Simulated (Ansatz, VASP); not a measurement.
Two plane-wave programs on AlN

```
Al N
1.0
     3.31212    0.00000    0.00000
    -1.65606    2.86838    0.00000
     0.00000    0.00000    4.18756
Al N
2 2
Direct
  0.22874 0.45749 0.75000
  0.66667 0.33333 0.25000
  0.33333 0.66667 0.25000
  0.66667 0.33333 0.75000
```

Alike in both runs: task single point; functional PBE; k mesh 9 × 9 × 6; occupations gaussian, width 0.05 eV; no spin polarisation.

```csv
,VASP,Ansatz
version,VASP 6.6.1,Ansatz 0.2.0
potentials or method,"VASP PAW PBE potentials, release 64 (Al, N)","scalar-relativistic, plane waves, PAW"
plane-wave cutoff (eV),520,420
valence electrons in the cell,16,16
```

|  | VASP | Ansatz | Ansatz less VASP |
| --- | --- | --- | --- |
| gap on the k mesh at the Fermi level (eV) | 2.61 | 2.60 | -0.009 |
| least direct gap on the mesh (eV) | 2.61 | 2.60 | -0.009 |
| pressure (GPa) | 14.2 | 14.3 | +0.08 |
| largest component of the traceless stress (GPa) | 30.61 | 30.41 | -0.195 |
| rms of the force components (eV/Å) | 1.347 | 1.340 | -0.0071 |

Atom by atom the forces differ by 0.008 eV/Å (rms over components).

Caveats: forces of over 1 eV/Å show positions far from the minimum, so gaps and moduli don't describe the material at rest.
